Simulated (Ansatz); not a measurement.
## Structures of MgS: which is lowest?

Plane-wave DFT in Ansatz with scalar-relativistic PAW potentials, cutoff 420 eV, Γ-centred meshes chosen by cell and gap, Gaussian smearing with energies taken to zero width. Every cell was relaxed (cell and atoms) in a run of its own, within the symmetry of its start. Functional: PBEsol.

Relaxed structures (starts from databases or built by putting these elements on another compound's sites):
A. Fm-3m, 2 atoms in the computed cell, a = 5.182 Å; sites (symmetry × multiplicity) Mg m-3m × 4, S m-3m × 4; start: database
B. P6_3mc, 4 atoms in the computed cell, a = 4.029 Å, c = 6.415 Å; sites (symmetry × multiplicity) Mg 3m. × 2, S 3m. × 2; start: database
C. F-43m, 2 atoms in the computed cell, a = 5.652 Å; sites (symmetry × multiplicity) Mg -43m × 4, S -43m × 4; start: database
D. P6_3/mmc, 4 atoms in the computed cell, a = 3.630 Å, c = 6.129 Å; sites (symmetry × multiplicity) Mg -3m. × 2, S -6m2 × 2; start: built

Q: Rank them by energy. Could pressure change the order?

A:
| structure | group | E − E(lowest) (meV/atom) | V (Å³/atom) | gap on mesh (eV) |
| --- | --- | --- | --- | --- |
| A | Fm-3m | 0.0 | 17.39 | 2.73 |
| D | P6_3/mmc | 29.0 | 17.49 | 3.34 |
| B | P6_3mc | 69 | 22.54 | 3.30 |
| C | F-43m | 78 | 22.57 | 3.32 |

A is lowest, 29 meV/atom under D. The lowest is also the densest of these, so pressure wouldn't bring one of the others in at first order. Other structures may lie lower than all of these, and vibrations aren't counted.